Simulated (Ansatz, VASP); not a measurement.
**HfO2: VASP beside Ansatz**

```
CELL_PARAMETERS angstrom
0.00000 2.57404 2.57404
2.57404 0.00000 2.57404
2.57404 2.57404 0.00000
ATOMIC_POSITIONS crystal
Hf 0.00000 0.00000 0.00000
O 0.25000 0.25000 0.25000
O 0.75000 0.75000 0.75000
```

Alike in both runs: task single point; functional PBE; k mesh 8 × 8 × 8; no spin polarisation.

```csv
,VASP,Ansatz
version,VASP 6.6.1,Ansatz 0.2.0
potentials or method,"VASP PAW PBE potentials, release 64 (Hf_pv, O)","plane waves, PAW"
plane-wave cutoff (eV),520,420
occupations,"gaussian, width 0.01 eV",fixed
valence electrons in the cell,22,38
```

|  | VASP | Ansatz | Ansatz less VASP |
| --- | --- | --- | --- |
| gap on the k mesh at the Fermi level (eV) | 3.68 | 3.67 | -0.002 |
| pressure (GPa) | -10.2 | -6.8 | +3.37 |

The two sets of potentials don't hold the same shells in valence.

Caveats: spin-orbit coupling is left out, which moves the levels of the heavy elements. PBE gaps usually lie below the measured ones, often by a third to a half. A k mesh can miss the band edges.
